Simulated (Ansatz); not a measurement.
Free-standing sheet of Bi2Te3, cell area 16.385 Å²:

```yaml
crystal:
  lattice:
    - [4.34974, 0.00000, 0.00000]
    - [-2.17487, 3.76698, 0.00000]
    - [0.00000, 0.00000, 41.03016]
  periodic: [true, true, false]
  atoms:
    - { symbol: Te, position: [0.00000, 0.00000, 0.40770] }
    - { symbol: Bi, position: [0.33333, 0.66667, 0.45019] }
    - { symbol: Te, position: [0.66667, 0.33333, 0.50000] }
    - { symbol: Bi, position: [0.00000, 0.00000, 0.54981] }
    - { symbol: Te, position: [0.33333, 0.66667, 0.59230] }
```

All numbers below come from Ansatz 0.2.0, DFT PBE+D3(BJ), scalar-relativistic, plane waves, PAW. Cutoff 420 eV; k points 6×6×1 on the computed 5-atom cell (Γ-centred); Gaussian smearing, width 0.02 eV; no spin polarisation. No periodic images along c.

In an external field along +c, atoms held, its energy changes by -18.064 meV a cell at +0.2 V/Å and by -18.064 meV at −0.2 V/Å.

(1) What dipole and polarisability along c does the sheet have?

(2) What thickness does that polarisability stand for?

(3) Predict the energy change at +0.35 V/Å.

Spin-orbit coupling is left out, which matters for the bands of heavy elements.

Answers

(1) ΔE = −pF − αF²/2. The odd part gives p = −[ΔE(+F) − ΔE(−F)]/(2F) = 0.0000 e·Å a cell (none within the accuracy). The even part gives α = −[ΔE(+F) + ΔE(−F)]/F² = 0.9032 e·Å²/V.

(2) α/(ε0·A) = 0.9032 × 180.95/16.385 = 9.97 Å. For a slab of thickness t and dielectric constant ε this equals t(1 − 1/ε), so it is the thickness over which the sheet would screen the field wholly.

(3) −p·0.35 − α·0.35²/2 = -55.32 meV; the calculation gives -55.33 meV, so the response is still linear.

Cost: 4 runs of about 7 core-minutes in all, on Arm Neoverse V2, Arm Neoverse V1 (shared hosts).

The sheet is non-polar by symmetry: the central Te layer holds an inversion centre, so the dipoles of the polar Bi–Te bonds on either side cancel and the energy can contain only even powers of the field. The response is that of a highly polarisable, covalently bonded slab, in which charge shifts within the Bi–Te framework and the diffuse Te lone pairs at the surfaces. The effective thickness of 9.97 Å exceeds the distance between the outer Te planes, as expected when the electron density spills beyond the nuclei.

Because the depolarising field limits the response across the sheet, the polarisability is governed largely by thickness once the dielectric constant is high. It is therefore probably insensitive to moderate errors in the band gap, but for the same reason a poor measure of the dielectric constant itself. With the atoms free to move, the polar displacement of Bi against Te would add to this purely electronic static response.
